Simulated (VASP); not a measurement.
Here is a VASP 6.6.1 calculation.

File INCAR:

```
PREC = Accurate ; ENCUT = 520
EDIFF = 1E-6 ; ISMEAR = -1
SIGMA = 0.03 ; LREAL = False
LASPH = True ; NELM = 150
ALGO = Normal ; ISIF = 2
LWAVE = False ; LCHARG = False
ISPIN = 2 ; MAGMOM = 3 3
LORBIT = 11 ; LMAXMIX = 4
NBANDS = 23
```

KPOINTS

```
regular mesh
0
Gamma
  12 12 7
```

Contents of POSCAR:

```
Cr
1.0
    2.7140000000      0.0000000000      0.0000000000
   -1.3570000000      2.3503929459      0.0000000000
    0.0000000000      0.0000000000      4.4100000000
Cr
2
Direct
    0.3333333333      0.6666666667      0.2500000000
    0.6666666667      0.3333333333      0.7500000000
```

Potentials or basis: VASP PAW LDA potentials, release 64 (Cr_pv).

The run is started by

```console
$ cat potpaw_LDA.64/Cr_pv/POTCAR > POTCAR
$ mpirun -np 1 vasp_std > vasp.out
```

Q: What does it give for the band gap on the k mesh?

A: None (metal or under the smearing width).

Q: Estimate the site moments.

A: Cr +0.46 μB.

Q: Predict the net moment.

A: 1.00 μB per cell.

Q: What does it give for the pressure?

A: -38.5 GPa.

Stress tensor (GPa, compression positive):
```
-40.77   0.00   0.00
  0.00 -40.77   0.00
  0.00   0.00 -33.81
```

Caveat: a pressure of tens of GPa on the cell as given is suspect, and the run, the potentials or the cell itself is likely at fault.
